## Question

In a crystal of N₂ molecules, a G0W0 correction nearly doubles the LDA gap, from about 7 to 13.5 eV. Changing the wave vector moves a level far less, by at most about 1.3 eV in the known rows. These smaller movements show how the molecules feel one another.

The wave vector k, with components *state k a*, *state k b* and *state k c*, says how the phase of an electron wave changes from one cell to the next. At 0 neighbouring cells are in step, at ½ the sign is reversed, and at ¼ the phase has made a quarter turn. The *state start level* is the LDA value and the *state corrected level* the G0W0 value, each counted from the top filled level in row 1.

VASP 6.6.1, single-step G0W0 from LDA with GW PAW potentials, for crystalline N₂ (P6₃/mmc, four atoms per cell), without spin polarisation or spin–orbit coupling. The plane-wave cutoff is 450 eV, the response cutoff 150 eV and the k mesh 4 × 4 × 2, with 449 bands and 48 frequency points. Each column of levels counts from its own highest filled level.

```tsv
row	state k a (reciprocal cell vector)	state k b (reciprocal cell vector)	state k c (reciprocal cell vector)	state band	state start level (eV)	state corrected level (eV)
1	0.000	0.000	0.000	top filled	0.000	0.000
2	0.000	0.000	0.000	first empty	7.575	14.521
3	0.250	0.000	0.000	top filled	-0.077	-0.087
4	0.250	0.000	0.000	first empty	7.275	14.036
5	0.500	0.000	0.000	top filled	-0.224	-0.257
6	0.500	0.000	0.000	first empty	6.929	13.488
7	0.250	0.250	0.000	top filled	-0.229	-0.263
8	0.250	0.250	0.000	first empty	6.916	13.510
9	0.000	0.000	0.500	top filled	-0.518	-0.594
10	0.000	0.000	0.500	first empty	7.804	14.815
11	0.250	0.000	0.500	top filled	-0.477	-0.552
12	0.250	0.000	0.500	first empty	7.534	14.360
13	0.500	0.000	0.500	top filled	-0.447	-0.517
14	?	?	?	first empty	?	?
15	?	?	?	top filled	?	?
16	?	?	?	first empty	?	?
```

The mesh repeats the same four in-plane points at k_c = 0 and at k_c = ½. Row 14 therefore belongs to (½, 0, ½), and rows 15 and 16 belong to (¼, ¼, ½). Predict their starting and corrected levels, with a range for each, and give the reasons.

## Model answer

**Two layers make pairs of levels.** The cell holds two molecules in alternate layers, both parallel to the c axis. Coupling between the layers splits each level into a pair. At k_c = 0 the top filled level is the upper member of its pair, and the first empty level is the lower member of another. At k_c = ½ the couplings to the layers above and below cancel, so each pair merges. The filled level should then fall and the empty one rise, as they do in every known pair of rows.

**The filled levels test this picture.** The highest filled orbital of N₂ is a σ orbital, which looks round when viewed along the molecule. Each molecule couples to three neighbours in the next layer. Their phases add to a strength of 3 when all are in step, √5 when one has made a quarter turn, and 1 when one is reversed. Scaled from the first fall of 0.518 eV, the other two should be 0.39 and 0.17 eV; the table has 0.40 and 0.22 eV. The picture gives the right order and roughly the right sizes, but understates the smallest fall.

**Row 15 should match row 13.** Once the layers are decoupled, only the six neighbours within a layer matter. At (½, 0) two of them are in step and four reversed, a net count of −2. At (¼, ¼) two are reversed and four have made a quarter turn, which contributes zero, so the count is again −2. A round orbital therefore has the same energy at both points.

**The empty orbitals have a direction.** The lowest empty orbital of N₂ is π*, with lobes pointing sideways from the molecule. Two such orbitals interact most strongly when their lobes point at each other, so I keep only this head-on interaction, U per neighbour. It is weighted by the square of the cosine of the angle between lobe and neighbour. With e as the level without interaction, the lowest empty level at k_c = ½ becomes:

- (0, 0): e + 3U, because lobes of opposite sign face each other
- (¼, 0): e, with the lobes at right angles to the only two neighbours in step
- (½, 0): e − 3U, because four reversed neighbours count ¾ each
- (¼, ¼): e − 2U, with the lobes along the line of the two reversed neighbours

**Row 16, worked in full.** Rows 10 and 12 fix both constants. Row 12 gives e = 7.534 eV, and the difference between the two rows gives U = 0.270/3 = 0.09 eV. Row 16 then lies at 7.534 − 2 × 0.09 = 7.35 eV. The same constants put row 14 at 7.534 − 3 × 0.09 = 7.26 eV.

**A simpler guess gives another answer.** One could take the average rise between layers from the known empty rows and add it to rows 6 and 8. That would put rows 14 and 16 almost level, at 7.17 and 7.16 eV. The order of the two rows and their height can therefore decide between the guesses.

**The correction also depends on k.** Relative to row 1, it raises the known empty levels by 6.56 to 7.01 eV, and it raises the highest ones most. I describe it by a least-squares fit to all thirteen known rows. Filled and empty levels have separate constants and separate steps from k_c = 0 to ½, and the empty levels also vary with the in-plane phase count. For both withheld empty rows this gives a correction of 6.64 ± 0.05 eV.

The forecasts, in eV, are:

- Row 14: starting level 7.26 ± 0.10, corrected level 13.91 ± 0.15
- Row 15: starting level −0.45 ± 0.02, corrected level −0.52 ± 0.03
- Row 16: starting level 7.35 ± 0.15, corrected level 14.00 ± 0.20

Row 16 should lie above row 14, and both above rows 6 and 8. The ranges are judgements that allow for sideways and more distant interactions.

The withheld rows as computed:

```tsv
row	state k a (reciprocal cell vector)	state k b (reciprocal cell vector)	state k c (reciprocal cell vector)	state band	state start level (eV)	state corrected level (eV)
14	0.500	0.000	0.500	first empty	7.293	13.995
15	0.250	0.250	0.500	top filled	-0.444	-0.518
16	0.250	0.250	0.500	first empty	7.375	14.115
```

## Remarks on the reasoning

**The levels fall within their ranges.** The three starting levels are met to within 0.03 eV. The corrected levels of rows 14 and 16 come out 0.09 and 0.12 eV higher than forecast, still inside the stated ranges. The full comparison is in the output below the text.

**Row 16 is the telling case.** Row 14 alone could not show that the empty orbitals have a direction, because a round orbital would give the same 7.26 eV there. For row 16 a round orbital would again give 7.26 eV, whereas the directed one gives 7.35 eV and the calculation 7.375 eV. This supports the π* picture but does not prove it: the two values differ by less than the stated range, the test rests on one row, and the orbitals themselves were not inspected.

**The simpler guess fails because the layer coupling is not constant.** It is too low by 0.12 eV for row 14 and by 0.22 eV for row 16. The empty level rises by 0.229 eV from row 2 to row 10, but by 7.375 − 6.916 = 0.459 eV from row 8 to row 16. For a round orbital the three couplings to the next layer partly cancel at (¼, ¼). For directed orbitals each coupling also depends on where the lobes point, so theory allows a strong coupling where a round orbital has a weak one.

**The forecast of the correction itself misses.** The computed corrections are 6.70 eV for row 14 and 6.74 eV for row 16, both above the promised range of 6.64 ± 0.05 eV. The fit had assumed that the correction grows by the same 0.065 eV between k_c = 0 and ½ at every in-plane point. From row 6 to row 14 it grows by 6.702 − 6.559 = 0.143 eV, more than twice as much. The small scatter of the fit gave no warning, since the known empty rows showed this step at only two in-plane points.

**The miss hints at what the correction follows.** At the two in-plane points where the layers move the empty level furthest, the correction also grows most. G0W0 thus does more than lift the empty levels: it stretches the energy differences that arise from contact between molecules. One possible reason, which these rows do not test, is that the self-energy is nonlocal. It can then respond to the phase between neighbouring molecules, even though the LDA orbitals stay unchanged.

**One constant shift is a poor substitute.** A user who lifts all empty levels by the amount found for row 6 gets the gap on this mesh very nearly right. The same shift leaves row 10 too low by 7.011 − 6.559 = 0.45 eV. For a neighbouring molecular crystal, the first things to ask are which way the frontier orbitals point and which neighbours are in step. Where contact moves a level strongly, a constant shift deserves the least trust.

**The absolute gap is probably less secure than the pattern.** A single G0W0 step from LDA tends to leave the gap of a wide-gap insulator too small. The number of bands, the cutoffs and the mesh are not converged, and how far this affects the k dependence was not tested. The mesh leaves out the zone corner, where the lowest empty level may lie. The model crystal is also ordered and somewhat expanded, whereas in the real solid of this symmetry the molecules point in changing directions. The in-plane phase rules used here belong to the ordered crystal.

Output of the analysis:

```
fit of G - L on 13 rows: constant -0.01925 +/- 0.0068, coefficient of upper 6.688 +/- 0.0099, coefficient of upper_inplane 0.09238 +/- 0.0038, coefficient of upper_edge 0.06492 +/- 0.013, coefficient of lower_edge -0.05442 +/- 0.01; rms 0.0107, worst 1 -0.0192, leave-one-out rms 0.0162
  rows outside the fit (model, value, miss): 14 6.641, 6.702, -0.0607; 15 -0.07367, -0.074, 0.000333; 16 6.641, 6.74, -0.0987
Filled level, fall from row 1 to row 9, eV: 0.518
Filled level, fall from row 3 to row 11, eV: 0.4
Filled level, fall from row 5 to row 13, eV: 0.223
Fall from row 3 to row 11 expected from the first fall, eV: 0.3861
Fall from row 5 to row 13 expected from the first fall, eV: 0.1727
Empty level, rise from row 2 to row 10, eV: 0.229
Empty level, rise from row 4 to row 12, eV: 0.259
Empty starting level, drop from row 10 to row 12, eV: 0.27
Empty corrected level, drop from row 10 to row 12, eV: 0.455
Known row 13 from rows 9 and 11 by equal steps, prediction less value, eV: 0.011
Row 14 starting level, forecast, eV: 7.264
Row 15 starting level, forecast, eV: -0.447
Row 16 starting level, forecast, eV: 7.354
Row 14 starting level, rival forecast, eV: 7.173
Row 16 starting level, rival forecast, eV: 7.16
Row 14 starting level, forecast less computed, eV: -0.029
Row 15 starting level, forecast less computed, eV: -0.003
Row 16 starting level, forecast less computed, eV: -0.021
Row 14 starting level, rival less computed, eV: -0.12
Row 16 starting level, rival less computed, eV: -0.215
Row 14 corrected level, forecast, eV: 13.91
Row 15 corrected level, forecast, eV: -0.5207
Row 16 corrected level, forecast, eV: 14
Row 14 corrected level, forecast less computed, eV: -0.08965
Row 15 corrected level, forecast less computed, eV: -0.002667
Row 16 corrected level, forecast less computed, eV: -0.1197
```
